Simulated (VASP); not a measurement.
# MgI₂, band structure: which settings are enough?

MgI₂, P-3m1 (no. 164), 3 atoms in the cell. TB-mBJ; PAW potentials I, Mg (PBE set). VASP 6.6.1.

Wanted: band energies at the path's corners within 0.02 eV; smallest gap over path and mesh within 0.01 eV.

What the run is for: bands; Accuracy asked: standard; Route: KPOINTS_OPT.

Band energies at the path's corners: counted from the valence top.

POSCAR:
```
MgI2
1.0
    4.1400000000      0.0000000000      0.0000000000
   -2.0700000000      3.5853451717      0.0000000000
    0.0000000000      0.0000000000      6.8800000000
I Mg
2 1
Direct
    0.6666666667      0.3333333333      0.7500000000
    0.3333333333      0.6666666667      0.2500000000
    0.0000000000      0.0000000000      0.0000000000
```

The series start from Plane-wave cutoff (eV): 230; k-point mesh: 5 × 5 × 3; k points a path segment: 12; Electronic threshold (eV): 1e-6; Precision mode (PREC): Accurate; Bands in all (NBANDS): 21; Aspherical gradient terms in the spheres (LASPH): yes. Each series keeps the choices made before it, and each single choice may use up half of a tolerance. Times cover all steps of a run.

## Plane-wave cutoff (eV)

| Plane-wave cutoff (eV) | Band energies at the path's corners, largest deviation (eV) | Smallest gap over path and mesh (eV) | Time (s) |
|---|---|---|---|
| 160 | 0.009 | 4.421 | 34 |
| 200 | 0.009 | 4.419 | 35 |
| 230 | 0.006 | 4.422 | 42 |
| 260 | 0.005 | 4.423 | 46 |
| 320 | 0.007 | 4.427 | 79 |
| 400 | 0.004 | 4.427 | 100 |
| 500 (reference) | 0.000 | 4.424 | 123 |

Chosen: 230, the loosest value from which every tighter one stays within half of the tolerance.

## k-point mesh

| k-point mesh | Band energies at the path's corners, largest deviation (eV) | Smallest gap over path and mesh (eV) | Time (s) |
|---|---|---|---|
| 2 × 2 × 1 | 0.259 | 4.497 | 46 |
| 3 × 3 × 2 | 0.048 | 4.439 | 45 |
| 4 × 4 × 2 | 0.010 | 4.425 | 49 |
| 5 × 5 × 3 | 0.002 | 4.422 | 42 |
| 6 × 6 × 4 | 0.000 | 4.421 | 57 |
| 8 × 8 × 4 (reference) | 0.000 | 4.421 | 91 |

Chosen: 4 × 4 × 2.

## Electronic threshold (eV)

| Electronic threshold (eV) | Band energies at the path's corners, largest deviation (eV) | Smallest gap over path and mesh (eV) | Time (s) |
|---|---|---|---|
| 0.001 | 0.002 | 4.426 | 34 |
| 0.0001 | 0.007 | 4.424 | 40 |
| 1e-5 | 0.000 | 4.428 | 49 |
| 1e-6 | 0.000 | 4.428 | 37 |
| 1e-7 (reference) | 0.000 | 4.428 | 48 |

Chosen: 0.001.

## Precision mode (PREC)

| Precision mode (PREC) | Band energies at the path's corners, largest deviation (eV) | Smallest gap over path and mesh (eV) | Time (s) |
|---|---|---|---|
| SingleN | 0.279 | 4.667 | 16 |
| Normal | 0.003 | 4.429 | 23 |
| Accurate (reference) | 0.000 | 4.426 | 34 |

Chosen: Normal.

## Bands in all (NBANDS)

| Bands in all (NBANDS) | Band energies at the path's corners, largest deviation (eV) | Smallest gap over path and mesh (eV) | Time (s) |
|---|---|---|---|
| 10 | 0.013 | 4.431 | 18 |
| 11 | 0.002 | 4.430 | 20 |
| 12 | 0.001 | 4.431 | 19 |
| 14 | 0.001 | 4.431 | 19 |
| 21 | 0.002 | 4.429 | 23 |
| 31 (reference) | 0.000 | 4.431 | 22 |

Chosen: 11.

Also changed on the way, by series that aren't shown: k points a path segment: 5.

## All choices together

| Input | Band energies at the path's corners, largest deviation (eV) | Smallest gap over path and mesh (eV) | Time (s) |
|---|---|---|---|
| the program's defaults (naive) | 0.031 | 4.440 | 10 |
| chosen settings | 0.016 | 4.430 | 20 |
| reference settings throughout | 0.000 | 4.423 | 415 |

The tolerance is met.

## The input

INCAR.step1:
```
ISMEAR = 0
SIGMA = 0.03
LWAVE = True
LCHARG = False
NBANDS = 11
PREC = Normal
LASPH = True
LREAL = False
ALGO = Normal
EDIFF = 0.001
NELM = 120
GGA_COMPAT = False
ENCUT = 230
EFERMI = MIDGAP
GGA = PE
```

INCAR.step2, as INCAR.step1 but for:
```
- LWAVE = True
- GGA = PE
+ METAGGA = MBJ
+ LWAVE = False
+ LMIXTAU = True
+ ISTART = 1
```

KPOINTS:
```
Automatic mesh
0
Gamma
  4 4 2
  0 0 0
```

KPOINTS_OPT:
```
path GMKGALHA,LM,KH
5
line-mode
reciprocal
 0.0000000000  0.0000000000  0.0000000000  G
 0.5000000000  0.0000000000  0.0000000000  M

 0.5000000000  0.0000000000  0.0000000000  M
 0.3333333333  0.3333333333  0.0000000000  K

 0.3333333333  0.3333333333  0.0000000000  K
 0.0000000000  0.0000000000  0.0000000000  G

 0.0000000000  0.0000000000  0.0000000000  G
 0.0000000000  0.0000000000  0.5000000000  A

 0.0000000000  0.0000000000  0.5000000000  A
 0.5000000000  0.0000000000  0.5000000000  L

 0.5000000000  0.0000000000  0.5000000000  L
 0.3333333333  0.3333333333  0.5000000000  H

 0.3333333333  0.3333333333  0.5000000000  H
 0.0000000000  0.0000000000  0.5000000000  A

 0.5000000000  0.0000000000  0.5000000000  L
 0.5000000000  0.0000000000  0.0000000000  M

 0.3333333333  0.3333333333  0.0000000000  K
 0.3333333333  0.3333333333  0.5000000000  H
```

Commands (each step's output is kept before the next begins):
```
cat potpaw_PBE.64/I/POTCAR potpaw_PBE.64/Mg/POTCAR > POTCAR
cp INCAR.step1 INCAR
mpirun -np 1 vasp_std > vasp.out
cp INCAR.step2 INCAR
mpirun -np 1 vasp_std > vasp.out
```

Limits: Spin-orbit coupling is off, though it shifts bands of the heavy elements by a tenth of an eV or more.

The chosen input took VASP 6.6.1 20 s on 1 core (Intel Xeon 6975P-C (Granite Rapids)), a shared host.

## An input that fails: cutoff far too low

It runs to its end, but against the unchanged starting input it is off by 0.049 eV in the band energies at the path's corners, 0.017 eV in the smallest gap over path and mesh.

Changes against the starting input:
```
(all steps)
- NELM = 120
- ENCUT = 230
+ NELM = 90
+ ENCUT = 110
```
